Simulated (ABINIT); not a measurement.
The system is BaTiO3.

```
CELL_PARAMETERS angstrom
3.99980 0.00000 0.00000
0.00000 3.99980 0.00000
0.00000 0.00000 4.01800
ATOMIC_POSITIONS crystal
Ba 0.00000 0.00000 0.00000
Ti 0.50000 0.50000 0.49000
O 0.00000 0.50000 0.51700
O 0.50000 0.00000 0.51700
O 0.50000 0.50000 0.01900
```

Base run:

| Property | Result |
| --- | --- |
| Program | ABINIT 10.8.3 (patched build) |
| Functional | PW91 |
| Potentials or basis | JTH PAW PBE v2.0 |
| Cutoff | 762 eV |
| k mesh | 7 × 7 × 7 |
| Occupations | fermi-dirac, width 0.05 eV |
| Spin | no spin polarisation |

Its results: band gap on the k mesh 1.88 eV, indirect (least direct gap 2.07 eV); pressure 2.6 GPa; largest force 0.303 eV/Å.

Problem. The run is repeated on the same cell with these changes: functional from PW91 to WC. What comes out?

Solution. Band gap on the k mesh 1.84 eV, indirect (least direct gap 2.03 eV); pressure -2.8 GPa; largest force 0.318 eV/Å.

WC binds more tightly than PW91, so the same cell stands under less pressure.

Caveats: this set's barium file shifts pressures by 1.5 GPa and gaps by 0.1 eV against other sets; the PAW data sets were made with another functional, which shifts forces and pressure a little; spin-orbit coupling is left out, which moves the levels of the heavy elements; the mesh misses the band edges, which the band path finds closer together; the atomic spheres overlap.
